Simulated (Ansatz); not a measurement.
## GaP: equation of state with PBE+D4

**Experimental background.**

“Phosphorous dimerization in GaP at high pressure”, 2017, arxiv:1709.06667 reports, for a bulk crystal of GaP: bulk modulus 87.5 ± 0.6 GPa.

The system is GaP.

```
CELL_PARAMETERS angstrom
0.00000 2.72525 2.72525
2.72525 0.00000 2.72525
2.72525 2.72525 0.00000
ATOMIC_POSITIONS crystal
Ga 0.00000 0.00000 0.00000
P 0.75000 0.75000 0.75000
```

```
Program             : Ansatz 0.2.0
Task                : equation of state
Functional          : PBE
Dispersion          : D4
Potentials or basis : Ansatz PAW
Cutoff              : 420 eV
Density cutoff      : 1680 eV
k mesh              : 8 × 8 × 8
Occupations         : fermi-dirac, width 0.05 eV
Spin                : no spin polarisation
```

- Equilibrium volume: 20.05 Å³/atom
- Bulk modulus: 86 GPa
- Pressure derivative of the bulk modulus: 4.5

Energy against volume, from the lowest point:
```tsv
volume (Å³/atom)	energy (meV/atom)
19.026	14.93
19.431	4.94
19.836	0.14
20.240	0.00
20.645	4.03
21.050	11.78
21.455	22.86
```

All runs of the series together: 6.3 s on 2 threads of Arm Neoverse V2 (shared host).

Against the measured bulk modulus of GaP, 87.5 GPa (“Phosphorous dimerization in GaP at high pressure”, 2017, arxiv:1709.06667), the calculated 86 GPa is off by -1.8 %. The fit is for a static lattice scaled at fixed shape and fixed fractional positions.
